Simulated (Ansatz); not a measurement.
# Ni: the order of phases at one pressure, part 2 of 2

Which of fcc, bcc, hcp, omega, diamond, beta tin has the lowest enthalpy for Ni at one common pressure? Methods of the runs shown: LAPW. Companion runs by PAW are cited.

Ansatz 0.2.0; DFT PBE; a cell built from a prototype (fcc type), not taken from measurement.

### Step 5. Omega relaxed under pressure, LAPW

input.yaml

```yaml
crystal:
  lattice:
    - [3.8703373901, 0.0, 0.0]
    - [-1.935168695, 3.351810501, 0.0]
    - [0.0, 0.0, 2.3366964076]
  atoms:
    - { symbol: Ni, position: [0.0, 0.0, 0.0], spin: 1.0 }
    - { symbol: Ni, position: [0.3333333333, 0.6666666667, 0.5], spin: 1.0 }
    - { symbol: Ni, position: [0.6666666667, 0.3333333333, 0.5], spin: 1.0 }
magnetization:
  spin_polarized: true
kpoints:
  mp_grid: { grid: [10, 10, 13] }
scf:
  occupations: { method: fermi_dirac, width: 0.1 }
hamiltonian:
  xc: pbe
  pseudopotentials: { kind: all_electron, lapw: { basis_error: 0.0005 } }
output:
  forces: true
  stress: true
  eigenvalues: true
relax:
  f_tol: 0.005
  max_steps: 12
  cell: { p_target: 23.0, stress_tol: 0.03 }
```

Launch:

```bash
ansatz run input.yaml --threads 2 --pin off --max-ram 7168MiB --backend cpu --events-out ev --progress --plain --runs-dir out
```

Standard output, cut to the lines that bear on the results:

```text
[...]
LAPW: plane waves up to 10.980 Å⁻¹, error target 5.0e-4 eV per atom; small_component_spin mean_spin; Ni in spheres of 1.084 Å, 18 of its electrons in bands, Dirac shells []
[...]
Pseudopotentials: kind: all_electron
Pseudopotential: Ni, LAPW, valence charge 18, Koelling and Harmon's equation, gaussian nucleus
Functional definition: PBE
[...]
Crystal: 3 atoms, lattice volume = 30.313 Å³
Basis set: ecut = 459.3253600908921 eV, 669 PW (Γ), exchange–correlation at level 2
Bands: 35, of which v1, the nominal top of the filled ones, is band 27 counted from 1 (26 counted from 0)
Symmetry: 24 space group operations
Space group: P6/mmm (ITA 191), of the structure as read, at distance tolerance 3.1e-5 Å
Magnetic group: BNS 191.233 (UNI 1463), of the structure as read, at distance tolerance 3.1e-5 Å
k-points: 98 of 1300
[...]
Starting moments: Σ|m| = 3 μB on 3 of 3 sites
[...]
  atom   3  Ni    -0.00000000     0.00000000     0.00000000
[...]
--- Stress (GPa, compression-positive) ---
       22.999865      -0.000000       0.000000
       -0.000000      22.999865       0.000000
        0.000000       0.000000      22.999531
  P = ⅓ Tr σ = 22.9998 GPa (229.998 kbar)
--- Band table (eV; the first three rows and the last of 196) ---
[...]
--- Relaxed structure (3 steps of the walk, 3 accepted, 1 SCFs on fresh bases) ---
  F+E_penalty+E_count = -124148.09684258 eV   max|allowed force component| = 9.252e-18 eV/Å   (the final SCF, on the basis selected at the relaxed cell)
  cell:  # Å, volume = 30.3135 Å³
    - [3.8701094890619827, -2.8865730764150196e-11, 0.0]
    - [-1.935054744505993, 3.351613132969324, 0.0]
    - [0.0, 0.0, 2.3370045855508876]
  atoms:
    - { symbol: Ni, position: [-8.32469047738453e-36, 1.1471927278091032e-36, 0.0] }
    - { symbol: Ni, position: [0.3333333333333333, 0.6666666666666666, 0.49999999999999994] }
    - { symbol: Ni, position: [0.6666666666666666, 0.33333333333333326, 0.49999999999999994] }
```

Run time: 3.3 min. Hardware: 2 threads of Arm Neoverse V1, shared host; peak memory 1 GiB.

Relaxation path:

```csv
step,energy from step 1 (eV/cell),largest force component (eV/Å),pressure (GPa),volume (Å³)
1,0.0000,0.0000,23.00,30.31
2,0.0000,0.0000,23.00,30.31
3,-0.0001,0.0000,23.00,30.31
4,-0.0001,0.0000,23.00,30.31
```

Step 1 is the start. Step 4 repeats the geometry before on a plane-wave basis chosen anew for that cell, so the energy can jump there without any move; the table keeps such jumps.

| input's cell | before | after | change |
| --- | --- | --- | --- |
| a (Å) | 3.870 | 3.870 | -0.0 % |
| b (Å) | 3.870 | 3.870 | -0.0 % |
| c (Å) | 2.337 | 2.337 | +0.0 % |
| volume (Å³/atom) | 10.10 | 10.10 | +0.0 % |

Read from it: pressure 23.00 GPa; no gap; spin moments Ni1 0.60, Ni2 0.62 μB.

### Step 6. Diamond relaxed under pressure, LAPW

input.yaml

```yaml
crystal:
  lattice:
    - [0.0, 2.4116998628, 2.4116998628]
    - [2.4116998628, 0.0, 2.4116998628]
    - [2.4116998628, 2.4116998628, 0.0]
  atoms:
    - { symbol: Ni, position: [-0.125, -0.125, -0.125], spin: 1.0 }
    - { symbol: Ni, position: [0.125, 0.125, 0.125], spin: 1.0 }
magnetization:
  spin_polarized: true
kpoints:
  mp_grid: { grid: [14, 14, 14] }
scf:
  occupations: { method: fermi_dirac, width: 0.1 }
hamiltonian:
  xc: pbe
  pseudopotentials: { kind: all_electron, lapw: { basis_error: 0.0005 } }
output:
  forces: true
  stress: true
  eigenvalues: true
relax:
  f_tol: 0.005
  max_steps: 12
  cell: { p_target: 23.0, stress_tol: 0.03 }
```

Launch:

```bash
ansatz run input.yaml --threads 2 --pin off --max-ram 7168MiB --backend cpu --events-out ev --progress --plain --runs-dir out
```

Standard output, cut to the lines that bear on the results:

```text
[...]
LAPW: plane waves up to 11.846 Å⁻¹, error target 5.0e-4 eV per atom; small_component_spin mean_spin; Ni in spheres of 1.013 Å, 18 of its electrons in bands, Dirac shells []
[...]
[... 3 set-up lines as earlier in the session ...]
[...]
Crystal: 2 atoms, lattice volume = 28.054 Å³
Basis set: ecut = 534.6119805950054 eV, 749 PW (Γ), exchange–correlation at level 2
Bands: 23, of which v1, the nominal top of the filled ones, is band 18 counted from 1 (17 counted from 0)
[... 1 set-up line as earlier in the session ...]
Space group: Fd-3m (ITA 227), of the structure as read, at distance tolerance 3.0e-5 Å
Magnetic group: BNS 227.128 (UNI 1630), of the structure as read, at distance tolerance 3.0e-5 Å
k-points: 104 of 2744
[...]
Starting moments: Σ|m| = 2 μB on 2 of 2 sites
[...]
--- Forces (eV/Å), atoms counted from 1 ---
  atom   1  Ni    -0.00000000    -0.00000000     0.00000000
  atom   2  Ni     0.00000000     0.00000000     0.00000000
[...]
--- Stress (GPa, compression-positive) ---
       23.025500      -0.000000      -0.000000
       -0.000000      23.025500      -0.000000
       -0.000000      -0.000000      23.025500
  P = ⅓ Tr σ = 23.0255 GPa (230.255 kbar)
--- Band table (eV; the first three rows and the last of 208) ---
[... band rows left out ...]
[...]
--- Relaxed structure (2 steps of the walk, 2 accepted, 1 SCFs on fresh bases) ---
  F+E_penalty+E_count = -82763.04508483 eV   max|allowed force component| = 3.469e-18 eV/Å   (the final SCF, on the basis selected at the relaxed cell)
  cell:  # Å, volume = 28.0706 Å³
    - [-3.184607520559744e-36, 2.412167122339566, 2.412167122339566]
    - [2.412167122339566, -9.553822561679232e-36, 2.412167122339566]
    - [2.412167122339566, 2.412167122339566, -1.2738430082238976e-35]
  atoms:
    - { symbol: Ni, position: [-0.125, -0.125, -0.125] }
    - { symbol: Ni, position: [0.125, 0.125, 0.125] }
```

Run time: 1.9 min. Hardware: 2 threads of Arm Neoverse V1, shared host; peak memory 0.82 GiB.

Relaxation path:

| step | energy from step 1 (eV/cell) | largest force component (eV/Å) | pressure (GPa) | volume (Å³) |
| --- | --- | --- | --- | --- |
| 1 | 0.0000 | 0.0000 | 23.14 | 28.05 |
| 2 | -0.0024 | 0.0000 | 23.03 | 28.07 |
| 3 | -0.0024 | 0.0000 | 23.03 | 28.07 |

Step 1 is the start. Step 3 repeats the geometry before on a plane-wave basis chosen anew for that cell, so the energy can jump there without any move; the table keeps such jumps.

| input's cell | before | after | change |
| --- | --- | --- | --- |
| a (Å) | 3.411 | 3.411 | +0.0 % |
| b (Å) | 3.411 | 3.411 | +0.0 % |
| c (Å) | 3.411 | 3.411 | +0.0 % |
| volume (Å³/atom) | 14.03 | 14.04 | +0.1 % |

Read from it: pressure 23.03 GPa; no gap; spin moments Ni1 0.81 μB.

### Step 7. Beta tin relaxed under pressure, LAPW

input.yaml

```yaml
crystal:
  lattice:
    - [-2.1455816064, 2.1455816064, 1.1641251983]
    - [2.1455816064, -2.1455816064, 1.1641251983]
    - [2.1455816064, 2.1455816064, -1.1641251983]
  atoms:
    - { symbol: Ni, position: [-0.375, -0.125, -0.25], spin: 1.0 }
    - { symbol: Ni, position: [0.375, 0.125, 0.25], spin: 1.0 }
magnetization:
  spin_polarized: true
kpoints:
  mp_grid: { grid: [19, 19, 19] }
scf:
  occupations: { method: fermi_dirac, width: 0.1 }
hamiltonian:
  xc: pbe
  pseudopotentials: { kind: all_electron, lapw: { basis_error: 0.0005 } }
output:
  forces: true
  stress: true
  eigenvalues: true
relax:
  f_tol: 0.005
  max_steps: 12
  cell: { p_target: 23.0, stress_tol: 0.03 }
```

Launch:

```bash
ansatz run input.yaml --threads 2 --pin off --max-ram 7168MiB --backend cpu --events-out ev --progress --plain --runs-dir out
```

Standard output, cut to the lines that bear on the results:

```text
[...]
LAPW: plane waves up to 11.044 Å⁻¹, error target 5.0e-4 eV per atom; small_component_spin mean_spin; Ni in spheres of 1.078 Å, 18 of its electrons in bands, Dirac shells []
[...]
[... 3 set-up lines as earlier in the session ...]
[...]
Crystal: 2 atoms, lattice volume = 21.436 Å³
Basis set: ecut = 464.69064023724144 eV, 501 PW (Γ), FFT grids on a1+a2, a2, a3, exchange–correlation at level 2
Bands: 23, of which v1, the nominal top of the filled ones, is band 18 counted from 1 (17 counted from 0)
Symmetry: 16 space group operations
Space group: I41/amd (ITA 141), of the structure as read, at distance tolerance 2.8e-5 Å
Magnetic group: BNS 141.551 (UNI 1211), of the structure as read, at distance tolerance 2.8e-5 Å
k-points: 550 of 6859
[...]
Starting moments: Σ|m| = 2 μB on 2 of 2 sites
[...]
SCF iter   1: F=—  HF=-82764.606447 eV  |F-HF|=—  |Δ(HF+E_count)|=         —  Δρ=1.89e-2 (↑1.30e-2 ↓1.89e-2)  dr2=4.81e-2  dr2_m=3.74e-2  M=1.471 μB ∫|m|=1.544 μB  β_m=0.30  ethr=1.35e-4  ⟨swp⟩=3.0  Hψ=171225  notcnv=0
[...]
the basis was enlarged: its passes take 746.3 KiB over the memory plan, 2 of 2 planned eigensolver slots
[...]
at 1 of the mixer's solves, the last at iteration 8, it left a direction of its history that read negative out of its fit and stepped the other way along it
[...]
relax step   1: F+E_penalty+E_count = -82764.67388016 eV  Δ(F+E_penalty+E_count) = +0.000e0 eV  max|allowed force component| = 3.469e-18 eV/Å  Δτ_max = 0.0000 Å  P = +23.085 GPa  Ω = 21.436 Å³  (14 SCF iters, accepted)
[...]
relax step   2: F+E_penalty+E_count = -82764.67447823 eV  Δ(F+E_penalty+E_count) = -5.981e-4 eV  max|allowed force component| = 3.469e-17 eV/Å  Δτ_max = 0.0000 Å  P = +23.037 GPa  Ω = 21.440 Å³  (5 SCF iters, accepted)
[...]
```

### Step 8. The output, continued: beta_tin relaxed under pressure, LAPW

Output, continued, cut to the lines that bear on the results:

```text
SCF iter   1: F=—  HF=-82764.674954 eV  |F-HF|=—  |Δ(HF+E_count)|=         —  Δρ=1.69e-5 (↑1.69e-5 ↓1.69e-5)  dr2=6.58e-9  dr2_m=5.42e-8  M=0.812 μB ∫|m|=0.883 μB  β_m=0.65  ethr=9.12e-11  ⟨swp⟩=4.1  Hψ=156924  notcnv=0
[...]
relax step   3: F+E_penalty+E_count = -82764.67495404 eV  Δ(F+E_penalty+E_count) = -4.758e-4 eV  max|allowed force component| = 1.735e-17 eV/Å  Δτ_max = 0.0000 Å  P = +22.999 GPa  Ω = 21.444 Å³  (4 SCF iters, accepted)
[...]
relax step   4: F+E_penalty+E_count = -82764.67495408 eV  Δ(F+E_penalty+E_count) = -4.288e-8 eV  max|allowed force component| = 0.000e0 eV/Å  Δτ_max = 0.0000 Å  P = +23.000 GPa  Ω = 21.444 Å³  stress off target by 3.16e-3 GPa  SCF on the basis re-selected at this cell (its energy is not [...]
SCF converged after 3 iterations
Magnetization: 0.8129 μB (18.4065 up, 17.5935 down)
Absolute magnetization: 0.8846 μB (∫|ρ↑−ρ↓|)
[...]
  atom   2  Ni     0.00000000     0.00000000     0.00000000
[...]
--- Stress (GPa, compression-positive) ---
       23.001220       0.000000      -0.000000
        0.000000      23.001220       0.000000
       -0.000000       0.000000      22.996836
  P = ⅓ Tr σ = 22.9998 GPa (229.998 kbar)
--- Band table (eV; the first three rows and the last of 1100) ---
[... band rows left out ...]
[...]
--- Relaxed structure (3 steps of the walk, 3 accepted, 1 SCFs on fresh bases) ---
  F+E_penalty+E_count = -82764.67495408 eV   max|allowed force component| = 0.000e0 eV/Å   (the final SCF, on the basis selected at the relaxed cell)
  cell:  # Å, volume = 21.4438 Å³
    - [-2.145956682860008, 2.145956682860008, 1.1641233995926188]
    - [2.145956682860008, -2.145956682860008, 1.1641233995926188]
    - [2.145956682860008, 2.145956682860008, -1.1641233995926188]
  atoms:
    - { symbol: Ni, position: [-0.37499999999999994, -0.12500000000000003, -0.24999999999999997] }
    - { symbol: Ni, position: [0.37499999999999994, 0.12500000000000003, 0.24999999999999997] }
```

Wall time 10 min (2 threads of Arm Neoverse V1, shared host); peak memory 2.4 GiB.

Relaxation path:

```
step  energy from step 1 (eV/cell)  largest force component (eV/Å)  pressure (GPa)  volume (Å³)
   1                        0.0000                          0.0000           23.09        21.44
   2                       -0.0006                          0.0000           23.04        21.44
   3                       -0.0011                          0.0000           23.00        21.44
   4                       -0.0011                          0.0000           23.00        21.44
```

Step 1 is the start. Step 4 repeats the geometry before on a plane-wave basis chosen anew for that cell, so the energy can jump there without any move; the table keeps such jumps.

| input's cell | before | after | change |
| --- | --- | --- | --- |
| a (Å) | 3.250 | 3.250 | +0.0 % |
| b (Å) | 3.250 | 3.250 | +0.0 % |
| c (Å) | 3.250 | 3.250 | +0.0 % |
| volume (Å³/atom) | 10.72 | 10.72 | +0.0 % |

In short: pressure 23.00 GPa; no gap; spin moments Ni1 0.42 μB.

### Step 9. The series in one table

The PAW rows are taken from companion runs at the same settings.

Enthalpy per atom, H = F + pV at p = 23 GPa, from each method's lowest phase:

```
method     start  space group, start → end  volume (Å³/atom)  pressure (GPa)  enthalpy (meV/atom)  largest moment (μB)
  LAPW       fcc             Fm-3m → Fm-3m             9.938            23.0                  0.0                 0.61
  LAPW       bcc             Im-3m → Im-3m             9.984            23.0                108.9                 0.43
  LAPW       hcp       P6_3/mmc → P6_3/mmc             9.963            23.0                 25.3                 0.63
  LAPW     omega           P6/mmm → P6/mmm            10.105            23.0                147.8                 0.62
  LAPW   diamond             Fd-3m → Fd-3m            14.035            23.0               1888.4                 0.81
  LAPW  beta tin       I4_1/amd → I4_1/amd            10.722            23.0                597.9                 0.42
   PAW       fcc             Fm-3m → Fm-3m             9.940            23.0                  0.0                 0.62
   PAW       bcc             Im-3m → Im-3m             9.984            23.0                108.7                 0.43
   PAW       hcp       P6_3/mmc → P6_3/mmc             9.964            23.0                 24.9                 0.63
   PAW     omega           P6/mmm → P6/mmm            10.104            23.0                147.5                 0.62
   PAW   diamond             Fd-3m → Fd-3m            14.027            23.0               1883.9                 0.80
   PAW  beta tin       I4_1/amd → I4_1/amd            10.718            23.0                596.7                 0.41
```

### Step 10. Summary of results

This closing draws on all 2 parts.

| quantity | value |
| --- | --- |
| pressure | 23 GPa |
| lowest (LAPW) | fcc, 25.3 meV/atom under hcp |
| lowest (PAW) | fcc, 24.9 meV/atom under hcp |

By LAPW the order is fcc < hcp < bcc < omega < beta tin < diamond. By PAW the order is fcc < hcp < bcc < omega < beta tin < diamond. The methods agree on the lowest phase. Only these structures were tried, with electrons smeared by 0.1 eV and without vibrations, so the true ground state may be another. The k meshes differ between phases and weren't tested, which can move differences by some meV. Other magnetic orders may lie lower; this is the state that the run reached.
